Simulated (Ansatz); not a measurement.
Input and command of a plane-wave DFT calculation in Ansatz:

```yaml
crystal:
  lattice:
    - [3.8319083593, 0.0, 0.0]
    - [-1.9159541797, 3.3185299841, 0.0]
    - [0.0, 0.0, 6.3418199252]
  atoms:
    - { symbol: Si, position: [0.3640494028, 0.6958182703, 0.0618419174] }
    - { symbol: Si, position: [0.6533473786, 0.3162734729, 0.5620954545] }
    - { symbol: Si, position: [0.3223041632, 0.6757954924, 0.4432342222] }
    - { symbol: Si, position: [0.6602990554, 0.3121127644, 0.9328284058] }
basis:
  ecutwfc: 500
kpoints:
  mp_grid: { grid: [12, 12, 4] }
hamiltonian:
  xc: r2scan
scf:
  occupations: { method: gaussian, width: 0.05 }
output:
  forces: true
  stress: true
  eigenvalues: true
```

```bash
ansatz run input.yaml --threads 2 --pin off --max-ram 5120MiB --backend cpu --events-out ev --progress --plain --runs-dir out
```

Processor: Intel(R) Xeon(R) 6975P-C (Granite Rapids), 2 threads, on a host shared with other jobs.

Question: How long does it run, and how much memory does it take?

Answer: About 16 s on 2 threads of Intel(R) Xeon(R) 6975P-C (Granite Rapids), with other jobs on the host, peak memory 0.75 GiB. It solves 12 bands at 292 k points (the mesh reduced by symmetry) with about 2033 plane waves, in 6 SCF iterations.
